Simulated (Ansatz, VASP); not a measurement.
# BN in VASP and in Ansatz

INCAR

```
SYSTEM = BN
ALGO = Normal
EDIFF = 1E-7
ENCUT = 520
GGA = PE
ISIF = 2
ISMEAR = 0
LASPH = .TRUE.
LCHARG = .FALSE.
LREAL = .FALSE.
LWAVE = .FALSE.
NBANDS = 16
NELM = 100
PREC = Accurate
SIGMA = 0.05
```

KPOINTS

```
k-points
0
G
  12 12 6
  0 0 0
```

File POSCAR:

```
BN
1.0
    2.5162613945      0.0000000000      0.0000000000
   -1.2581306973      2.1791462902      0.0000000000
    0.0000000000      0.0000000000      4.0977790991
B N
2 2
Direct
    0.6666666667      0.3333333333      0.9998058547
    0.3333333333      0.6666666667      0.4998058547
    0.6666666667      0.3333333333      0.6251941453
    0.3333333333      0.6666666667      0.1251941453
```

Input for Ansatz:

```yaml
crystal:
  lattice:
    - [2.5162613945, 0.0, 0.0]
    - [-1.2581306973, 2.1791462902, 0.0]
    - [0.0, 0.0, 4.0977790991]
  atoms:
    - { symbol: B, position: [0.6666666667, 0.3333333333, 0.9998058547] }
    - { symbol: B, position: [0.3333333333, 0.6666666667, 0.4998058547] }
    - { symbol: "N", position: [0.6666666667, 0.3333333333, 0.6251941453] }
    - { symbol: "N", position: [0.3333333333, 0.6666666667, 0.1251941453] }
basis:
  ecutwfc: 420
kpoints:
  mp_grid: { grid: [12, 12, 6] }
hamiltonian:
  xc: pbe
scf:
  occupations: { method: gaussian, width: 0.05 }
output:
  forces: true
  stress: true
  eigenvalues: true
  write_density: true
  write_potential: true
  elf: true
  volumetric_format: npy
```

Change from the starting cell: strain -0.015 along x and y, -0.030 along z, atoms carried along.

Alike in both runs: task single point; functional PBE; k mesh 12 × 12 × 6; occupations gaussian, width 0.05 eV; no spin polarisation.

```csv
,VASP,Ansatz
version,VASP 6.6.1,Ansatz 0.2.0
potentials or method,"VASP PAW PBE potentials, release 64 (B, N)","scalar-relativistic, plane waves, PAW"
plane-wave cutoff (eV),520,420
valence electrons in the cell,16,16
```

```tsv
	VASP	Ansatz	Ansatz less VASP
gap on the k mesh at the Fermi level (eV)	5.17	5.18	+0.017
least direct gap on the mesh (eV)	8.43	8.44	+0.010
pressure (GPa)	25.8	25.4	-0.44
largest component of the traceless stress (GPa)	11.70	11.64	-0.057
rms of the force components (eV/Å)	0.015	0.014	-0.0008
```

Atom by atom the forces differ by 0.001 eV/Å (rms over components).

Caveats: so large a pressure means that the cell lies far from this level's equilibrium, or that cutoff or potentials fall short (VASP). A k mesh can miss the band edges.
